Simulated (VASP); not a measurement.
Runs of VASP 6.6.1 on GaP. Symmetry: F-43m, No. 216, cubic system. Conventional cell: a = 5.437 Å, b = 5.437 Å, c = 5.437 Å, α = 90.00°, β = 90.00°, γ = 90.00°. Ga (site symmetry -43m) has 4 P at 2.35 Å as nearest neighbours. Around P (site symmetry -43m) lie 4 Ga at 2.35 Å. The cell is a database's computed one.

```csv
level,potentials or basis,k mesh,cutoff (eV),smearing,gap on the mesh (eV),pressure (GPa)
PBEsol,"VASP PAW PBE potentials, release 64 (Ga_h, P_h)",8 × 8 × 8,900,gaussian 0.02 eV,1.50,0.1
PBEsol,"VASP PAW PBE potentials, release 64 (Ga_d, P)",14 × 14 × 14,520,gaussian 0.02 eV,1.45,0.0
PBEsol,"VASP PAW PBE potentials, release 64 (Ga_d, P)",8 × 8 × 8,700,gaussian 0.02 eV,1.50,0.0
PBEsol,"VASP PAW PBE potentials, release 64 (Ga_d, P)",8 × 8 × 8,520,gaussian 0.5 eV,1.50,0.0
r2SCAN,"VASP PAW PBE potentials, release 64 (Ga_d, P)",8 × 8 × 8,520,gaussian 0.02 eV,(a),0.7
```

Alike in all rows: task single point; no spin polarisation; cell as given.

Q: Fill in the values left out.

A: (a) 1.89.

Caveats: the PAW data sets were made with another functional, which shifts forces and pressure a little.

A k mesh can miss the band edges, and the runs leave out spin-orbit coupling on Ga.
